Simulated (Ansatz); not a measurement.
**ZnS: the band gap up the ladder of functionals**

An exercise on one series of results from a longer session: the logs are not shown, and one member is left open.

The runs shown are made with Ansatz 0.2.0. PAW datasets, plane waves. No spin polarisation and no zero-point or thermal motion.

### Starting point

The cell was relaxed beforehand with r2SCAN.

It is hexagonal, P6_3mc (No. 186); a = 3.805 Å, c = 6.244 Å in the conventional setting, 19.58 Å³ an atom. Zn has 4 S at 2.33–2.34 Å; S has 4 Zn at 2.33–2.34 Å.

As a file:

```cif
data_structure
_symmetry_space_group_name_H-M 'P 1'
_symmetry_Int_Tables_number 1
_cell_length_a 3.8055
_cell_length_b 3.8055
_cell_length_c 6.2440
_cell_angle_alpha 90.000
_cell_angle_beta 90.000
_cell_angle_gamma 120.000
_cell_volume 78.31
loop_
_atom_site_label
_atom_site_type_symbol
_atom_site_fract_x
_atom_site_fract_y
_atom_site_fract_z
_atom_site_occupancy
Zn1 Zn 0.33333 0.66667 0.00034 1
Zn2 Zn 0.66667 0.33333 0.50034 1
S1 S 0.33333 0.66667 0.37466 1
S2 S 0.66667 0.33333 0.87466 1
```

Set-up of the first run:

input.yaml reads:

```yaml
crystal:
  lattice:
    - [3.8054508444, 0.0, 0.0]
    - [-1.9027254222, 3.2956171041, 0.0]
    - [0.0, 0.0, 6.2439931014]
  atoms:
    - { symbol: Zn, position: [0.3333333333, 0.6666666667, 0.0003381269] }
    - { symbol: Zn, position: [0.6666666667, 0.3333333333, 0.5003381269] }
    - { symbol: S, position: [0.3333333333, 0.6666666667, 0.3746618731] }
    - { symbol: S, position: [0.6666666667, 0.3333333333, 0.8746618731] }
kpoints:
  mp_grid: { grid: [12, 12, 4] }
  band_path:
    path:
      - [[0.0, 0.0, 0.0], [0.5, 4.210792009447e-17, 1.325962746344e-18], [0.3333333333333, 0.3333333333333, 9.165198160548e-19], [0.0, 0.0, 0.0], [-2.502646524706e-35, 1.230358247102e-35, 0.5], [0.5, 4.199382597351e-17, 0.5], [0.3333333333333, 0.3333333333333, 0.5], [-2.502646524706e-35, 1.230358247102e-35, 0.5]]
      - [[0.5, 4.199382597351e-17, 0.5], [0.5, 4.210792009447e-17, 1.325962746344e-18]]
      - [[0.3333333333333, 0.3333333333333, 0.5], [0.3333333333333, 0.3333333333333, 9.165198160548e-19]]
    npoints: 10
hamiltonian:
  xc: pbe
scf:
  occupations: { method: fermi_dirac, width: 0.02 }
  n_extra_bands: 5
output:
  forces: true
  stress: true
  eigenvalues: true
```

Launch:

```bash
$ ansatz run input.yaml --threads 2 --pin off --max-ram 2211MiB --backend cpu --events-out ev --progress --plain --runs-dir out
```

Steps of the session up to this table: PBE bands along the symmetry lines; Single point with r2SCAN; Single point with HSE06; Single point with PBE0.

One table of the session follows, with a row left open; its other results are not shown here.

```
 level  gap (eV)
   PBE      2.21
r2SCAN      2.78
 HSE06      3.44
  PBE0         ?
```

Q: Estimate the row for PBE0 from the others.

As computed: gap (eV): 4.11. In the column «gap (eV)» it is the highest.

Meshes: PBE 12×12×4, r2SCAN 12×12×4, HSE06 6×6×4, PBE0 6×6×4

The gap runs from 2.21 eV (PBE) to 4.11 eV (PBE0). PBE reaches 64 % of the HSE06 value, and r2SCAN 81 %. PBE0 lies 0.67 eV above HSE06, which differs from it by screening the long-range exchange. The calculation is for fixed nuclei; the measurement holds lattice motion too.

To keep in mind: Warnings in the runs' records: stress scf threshold loose, stress exchange threshold loose.
